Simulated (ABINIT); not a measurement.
Runs of ABINIT 10.8.3 (patched build) on Si2Ni. Symmetry: Fm-3m, No. 225, cubic system. The conventional cell has a = 5.406 Å, b = 5.406 Å, c = 5.406 Å, α = 90.00°, β = 90.00°, γ = 90.00°. Around Ni (site symmetry m-3m) lie 8 Si at 2.34 Å. Si (site symmetry -43m) is surrounded by 4 Ni at 2.34 Å. 

| task | level | potentials or basis | U | cell | k mesh | cutoff (eV) | stop of the response cycle (tolvrs) | acoustic sum rule (asr) | double counting (usepawu) | occupation projector (dmatpuopt) | perturbed atom | mesh quality | gap on the mesh (eV) | pressure (GPa) | moment (μB) | relaxed volume (Å³/atom) |
| --- | --- | --- | --- | --- | --- | --- | --- | --- | --- | --- | --- | --- | --- | --- | --- | --- |
| phonons | PBEsol | PseudoDojo NC SR PBEsol v0.4.1 standard | - | as given | 4 × 4 × 4, with 4 shifts | 1225 | 1e-10 | 1 | - | - | - | not flagged | - | -2.0 | 0.00 | - |
| Hund's J by linear response | LDA+U | JTH PAW LDA v2.0 | Ni d U = 2 eV | as given | 4 × 4 × 4 | 1116 | - | - | 1 | 1 | 1 | coarse | none | -3.7 | 0.00 | - |
| optical spectrum | LDA | PseudoDojo NC SR LDA v0.4.1 standard | - | as given | 6 × 6 × 6, with 4 shifts | 1252 | - | - | - | - | - | not flagged | - | -5.8 | 0.00 | - |
| relaxation of cell and atoms | PBE | PseudoDojo NC SR PBE v0.4.1 standard | - | relaxed | 7 × 7 × 7 | 1333 | - | - | - | - | - | not flagged | none | 0.0 | 0.00 | 13.43 |
| relaxation of cell and atoms | PBEsol | JTH PAW PBE v2.0 | - | relaxed | 7 × 7 × 7 | 1116 | - | - | - | - | - | not flagged | none | 0.0 | 0.00 | (c) |
| Hund's J by linear response | PBE+U | JTH PAW PBE v2.0 | Ni d U = 0 eV | as given | 4 × 4 × 4 | 1116 | - | - | 1 | 2 | 1 | coarse | none | (b) | 0.00 | - |
| phonons at a zone-boundary q | LDA | PseudoDojo NC SR LDA v0.4.1 standard | - | as given | 4 × 4 × 4, with 4 shifts | 1252 | 1e-08 | - | - | - | - | not flagged | - | -5.3 | 0.00 | - |
| single point | PBEsol | PseudoDojo NC SR PBEsol v0.4.1 standard | - | as given | 7 × 7 × 7 | 1225 | - | - | - | - | - | not flagged | none | -2.1 | 0.00 | - |
| Hubbard U by linear response | PBEsol+U | JTH PAW PBE v2.0 | Ni d U = 0 eV | as given | 4 × 4 × 4 | 1116 | - | - | 1 | 3 | 1 | coarse | none | -0.2 | 0.00 | - |
| single point | PBE+U | Ansatz PAW PBE default generated set, frozen core | Ni d U = 7 eV, J = 0.7 eV | as given | 7 × 7 × 7 | 381 | - | - | 2 | - | - | not flagged | none | 3.3 | 0.00 | - |
| single point | PBE | PseudoDojo NC SR PBE v0.4.1 standard | - | as given | 7 × 7 × 7 | 1252 | - | - | - | - | - | not flagged | none | 2.9 | 0.00 | - |
| Hubbard U by linear response | RPBE+U | JTH PAW PBE v2.0 | Ni d U = 0 eV | as given | 4 × 4 × 4 | 1116 | - | - | 1 | 3 | 1 | coarse | none | (a) | 0.00 | - |

Alike in all rows: spin collinear, ferromagnetic start; smearing fermi-dirac 0.05 eV.

Problem. Estimate the missing entries.

Solution. (a) 7.0; (b) 4.4; (c) 13.07.

Caveats: some runs use coarse meshes; small starting moments can end in a higher magnetic state in this program (some runs); the U is typed as a test and isn't derived for this compound (some runs); the shifted atom has its images in every cell, so this scalar value isn't converged in cell size and belongs to these projectors alone (some runs); the starting moments collapsed, and a magnetic state may lie lower (some runs); the PAW data sets were made with another functional, which shifts forces and pressure a little (some runs); the mesh is coarse for a metal's response (some runs); this build's spin-polarised response under this functional may be imprecise (some runs).

A k mesh can miss the band edges.

A gap of «none» marks a metal or a gap under the smearing width.

Not every run made on this cell is shown here.
